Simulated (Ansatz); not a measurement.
# AlNi in Ansatz: the effect of target pressure

AlNi:

```
Ni Al
1.0
     1.93869   -1.95319    0.00000
     1.93869    1.95319    0.00000
     0.00000    0.00000    3.09943
Ni Al
1 1
Direct
  0.50000 0.50000 0.50000
  0.00000 0.00000 0.00000
```

The cell comes from a database or a generator and needn't be the stable form of this composition.

Alike in all runs:

- Program: Ansatz 0.2.0
- Task: relaxation of cell and atoms
- Functional: PBEsol
- Potentials or basis: all-electron LAPW, scalar-relativistic
- Basis error allowed: 0.001 eV/atom
- k mesh: 10 × 10 × 9
- Occupations: fermi-dirac, width 0.05 eV
- Spin: collinear spin, ferromagnetic start
- Starting moments: [1.0, 0.0] μB

Each run relaxes the cell or the atoms first.

```csv
target pressure,relaxed volume (Å³/atom)
0 GPa,11.72
5 GPa,11.40
10 GPa,?
20 GPa,10.66
30 GPa,10.27
```

Task: What does the run with target pressure 10 GPa give?

Result: Relaxed volume 11.12 Å³/atom.

Worked out: In Murnaghan's law V^(-B') rises as a straight line in P. The other rows fit best with B' = 3.9, V0 = 11.72 Å³/atom and B0 = 174 GPa, which gives 11.13 Å³/atom at 10 GPa, against the run's 11.12.

Caveats: the starting moments weren't kept.
